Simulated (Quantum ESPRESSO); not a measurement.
Sn in Quantum ESPRESSO: the effect of functional

The system is Sn.

```
Sn
1.0
     0.00000    3.23334    3.23334
     3.23334    0.00000    3.23334
     3.23334    3.23334    0.00000
Sn
2
Direct
  0.75000 0.75000 0.75000
  0.50000 0.50000 0.50000
```

This isn't the form of Sn at room conditions, which is tetragonal (white tin).

Alike in all runs:

- Program: Quantum ESPRESSO 7.5
- Task: phonons
- Cutoff: 980 eV
- Density cutoff: 3918 eV
- k mesh: 5 × 5 × 5
- Occupations: cold, width 0.2 eV
- Spin: no spin polarisation

Each run relaxes the cell or the atoms first.

| functional | potentials or basis | relaxed volume (Å³/atom) | highest phonon frequency (cm⁻¹) |
| --- | --- | --- | --- |
| LDA | PseudoDojo 0.4.1 SR LDA standard | 33.94 | 195 |
| BLYP | PseudoDojo 0.4.1 SR PBE standard | ? | ? |
| vdW-DF-cx | PseudoDojo 0.4.1 SR PBE standard | 35.29 | 184 |

Question: What does the run with functional BLYP give?

Answer: Relaxed volume 39.03 Å³/atom; highest phonon frequency 139 cm⁻¹.

Caveats: the mesh is thin for the phonons of a metal; the potentials were made for another functional, which shifts forces and pressure (some runs); the volume moved by over 15 % at a fixed basis, so the end points are rough (some runs).

Runs at the PBE level aren't shown here.
